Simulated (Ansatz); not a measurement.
# ZnS (h-MgO (five-fold) type): optical response by level

How does ZnS (h-MgO (five-fold) type) absorb light if electrons and holes don't interact? The runs, in order: HSE06 for the gap; optics with PBE on 6×6×4; optics with r2SCAN on 6×6×4; optics with PBE and scissors to the HSE06 gap on 6×6×4.

Program: Ansatz 0.2.0. Level of theory: plane waves, PAW; no local fields, no excitons. These are calculated values, not measurements.

1 further run of the same task is left out (it didn't finish).

**1. The system as given**

The structure is hexagonal, space group P6_3/mmc (No. 194). Conventional cell: a = 3.946 Å, b = 3.946 Å, c = 5.880 Å, α = 90.00°, β = 90.00°, γ = 120.00°. Zn (site symmetry -6m2) has 3 S at 2.28 Å as nearest neighbours. Around S (site symmetry -6m2) lie 3 Zn at 2.28 Å.

Structure file:

```cif
data_structure
_symmetry_space_group_name_H-M 'P 1'
_symmetry_Int_Tables_number 1
_cell_length_a 3.9464
_cell_length_b 3.9464
_cell_length_c 5.8801
_cell_angle_alpha 90.000
_cell_angle_beta 90.000
_cell_angle_gamma 120.000
_cell_volume 79.31
loop_
_atom_site_label
_atom_site_type_symbol
_atom_site_fract_x
_atom_site_fract_y
_atom_site_fract_z
_atom_site_occupancy
Zn1 Zn 0.33333 0.66667 0.25000 1
Zn2 Zn 0.66667 0.33333 0.75000 1
S1 S 0.66667 0.33333 0.25000 1
S2 S 0.33333 0.66667 0.75000 1
```

Cell and atoms come from an earlier r2SCAN relaxation.

**2. HSE06 levels at special points**

Input file input.yaml:

```yaml
crystal:
  lattice:
    - [3.946372722, 0.0, 0.0]
    - [-1.973186361, 3.41765903, 0.0]
    - [0.0, 0.0, 5.8800538635]
  atoms:
    - { symbol: Zn, position: [0.3333333333, 0.6666666667, 0.25] }
    - { symbol: Zn, position: [0.6666666667, 0.3333333333, 0.75] }
    - { symbol: S, position: [0.6666666667, 0.3333333333, 0.25] }
    - { symbol: S, position: [0.3333333333, 0.6666666667, 0.75] }
kpoints:
  mp_grid: { grid: [6, 6, 2] }
  band_path:
    path:
      - [0.0, 0.0, 0.0]
      - [0.5, 0.0, 0.0]
      - [0.3333333333, 0.3333333333, 0.0]
      - [0.0, 0.0, 0.5]
      - [0.5, 0.0, 0.5]
      - [0.3333333333, 0.3333333333, 0.5]
    npoints: 1
hamiltonian:
  xc: hse06
scf:
  occupations: { method: fixed }
  n_extra_bands: 5
output:
  forces: true
  stress: true
  eigenvalues: true
  write_density: true
  write_potential: true
  elf: true
  volumetric_format: npy
```

Started as:

```bash
$ ansatz run input.yaml --threads 4 --pin off --max-ram 3686MiB --backend cpu --events-out ev --progress --plain --runs-dir out
```

Further steps of the session: Optics, PBE; Optics, r2SCAN; Optics, PBE with a scissors shift.

Q: Predict the results of all the runs planned. Wanted: ε∞, PBE; ε∞, r2SCAN; tallest peak of ε₂, PBE; tallest peak of ε₂, r2SCAN; HSE06 direct gap.

The runs gave:

| quantity | value |
| --- | --- |
| ε∞, PBE | 6.83 (xx, yy), 6.60 (zz) |
| ε∞, r2SCAN | 6.03 (xx, yy), 5.76 (zz) |
| ε∞, PBE + 1.20 eV scissors | 5.82 (xx, yy), 5.61 (zz) |
| tallest peak of ε₂, PBE | 16.1 at 5.45 eV |
| tallest peak of ε₂, r2SCAN | 14.9 at 5.95 eV |
| tallest peak of ε₂, PBE + 1.20 eV scissors | 16.1 at 6.65 eV |
| HSE06 direct gap | 2.64 eV |

In words: PBE + 1.20 eV scissors has the widest direct gap (2.64 eV) and PBE the narrowest (1.44 eV); ε∞ is 5.75 and 6.75 (mean of the axes): a wider gap screens less. The response is anisotropic: with PBE ε∞ is 6.83 (xx, yy), 6.60 (zz). Local fields and excitons are left out: both change ε∞, and without excitons the onset lacks its lines.
